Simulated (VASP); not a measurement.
**From an Ansatz input to VASP: LiH (distorted CsCl)**

Ansatz input

```yaml
crystal:
  lattice:
    - [2.5349, 0.0004, 0.0071]
    - [0.0004, 2.569, -0.041]
    - [0.0071, -0.041, 2.5111]
  atoms:
    - { symbol: Li, position: [0.0012, 0.9999, 0.9986] }
    - { symbol: H, position: [0.5077, 0.5179, 0.496] }
kpoints:
  mp_grid: { grid: [8, 8, 8] }
hamiltonian:
  xc: pbesol
scf:
  occupations: { method: fermi_dirac, width: 0.02 }
  n_extra_bands: 4
output:
  forces: true
  stress: true
  eigenvalues: true
```

Translate this input to VASP.



INCAR

```
NELM = 120
IBRION = -1
NSW = 0
PREC = Accurate
ENCUT = 520
GGA = PS
SIGMA = 0.02
LWAVE = .FALSE.
EDIFF = 1E-7
ISIF = 2
LELF = .TRUE.
LREAL = .FALSE.
ISMEAR = -1
LASPH = .TRUE.
NBANDS = 9
LCHARG = .TRUE.
```

KPOINTS

```
KPOINTS created by Atomic Simulation Environment
0
Gamma
8 8 8
0 0 0
```

POSCAR

```
Li H
 1.0000000000000000
     2.5348999999999999    0.0004000000000000    0.0071000000000000
     0.0004000000000000    2.5690000000000000   -0.0410000000000000
     0.0071000000000000   -0.0410000000000000    2.5110999999999999
 Li  H
   1   1
Cartesian
  0.0105319000000000  2.5278009799999999  2.4665970800000001
  1.2906974900000001  1.3103521800000002  1.2278763699999999
```

VASP ran with the recommended PBE PAW datasets (4 valence electrons in the cell). Other inputs would serve too.

```tsv
	Ansatz	VASP
gap between bands v and c on the k mesh	0.35 eV	0.37 eV
least direct gap on the k mesh	3.71 eV	3.71 eV
pressure	-1.8 GPa	-1.9 GPa
```

Datasets and cutoffs are each program's own. VASP's cell holds 4 valence electrons and Ansatz's 4. Ansatz's stress includes a Pulay correction; VASP's doesn't.
